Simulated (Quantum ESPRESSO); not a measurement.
**AlRu under changes of volume**

One of the cells (13.387 Å³/atom); the others are scaled copies at fixed shape and fractional positions:

```
Ru Al
1.0
     2.99160    0.00000    0.00000
     0.00000    2.99160    0.00000
     0.00000    0.00000    2.99160
Ru Al
1 1
Direct
  0.50000 0.50000 0.50000
  0.00000 0.00000 0.00000
```

| Property | Result |
| --- | --- |
| Program | Quantum ESPRESSO 7.5 |
| Functional | PBEsol |
| Potentials or basis | GBRV 1.5 PBEsol |
| Cutoff | 612 eV |
| Density cutoff | 4898 eV |
| k mesh | 9 × 9 × 9 |
| Occupations | fermi-dirac, width 0.05 eV |
| Spin | no spin polarisation |

| volume (Å³/atom) | energy over the lowest point (meV/atom) | pressure (GPa) |
| --- | --- | --- |
| 12.584 | 19.39 | 11.1 |
| 12.851 | 5.42 | 5.7 |
| 13.119 | 0.00 | 0.9 |
| 13.387 | 2.24 | -3.5 |
| 13.655 | ? | ? |
| 13.922 | 26.59 | -10.8 |
| 14.190 | 47.34 | -13.9 |

**Question.** What does the run at 13.655 Å³/atom give?

**Answer.** Energy over the lowest point 11.34 meV/atom; pressure -7.3 GPa.

Worked out: A Birch-Murnaghan fit of order 3 (a polynomial in V^(-2/3)) to the other rows has its minimum at 13.17 Å³/atom with B0 = V·E''(V) = 221 GPa and B' = 4.5. It gives 11.38 meV/atom at 13.655 Å³/atom, against the run's 11.34, and -dE/dV = -7.4 GPa, against -7.3.

Energies are extrapolated to zero smearing.
